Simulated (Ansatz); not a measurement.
**Sb under changes of volume**

One of the cells (26.666 Å³/atom); the others are scaled copies at fixed shape and fractional positions:

```
CELL_PARAMETERS angstrom
0.00000 2.37124 2.37124
2.37124 0.00000 2.37124
2.37124 2.37124 0.00000
ATOMIC_POSITIONS crystal
Sb 0.00000 0.00000 0.00000
```

This isn't the form of Sb at room conditions, which is rhombohedral.

| Quantity | Value |
| --- | --- |
| Program | Ansatz 0.2.0 |
| Functional | LDA |
| Potentials or basis | Ansatz PAW |
| Cutoff | 420 eV (not typed: the program's choice for these potentials) |
| k mesh | 10 × 10 × 10 |
| Occupations | fermi-dirac, width 0.05 eV |
| Spin | no spin polarisation |

```tsv
volume (Å³/atom)	energy over the lowest point (meV/atom)	pressure (GPa)
25.066	3.07	1.7
25.599	0.00	0.2
26.133	1.36	-1.1
26.666	6.84	-2.3
27.199	?	?
27.733	29.36	-4.5
28.266	45.82	-5.4
```

Q: What does the run at 27.199 Å³/atom give?

A: Energy over the lowest point 16.25 meV/atom; pressure -3.4 GPa.

Worked out: A Birch-Murnaghan fit of order 3 (a polynomial in V^(-2/3)) to the other rows has its minimum at 25.70 Å³/atom with B0 = V·E''(V) = 63 GPa (rough, since the energies scatter). It gives 16.26 meV/atom at 27.199 Å³/atom, against the run's 16.25, and -dE/dV = -3.4 GPa, against -3.4.

Energies are extrapolated to zero smearing.

Caveats: the PAW data sets come from PBE, with cores solved anew for the run's functional, which leaves a small shift of forces and pressure.
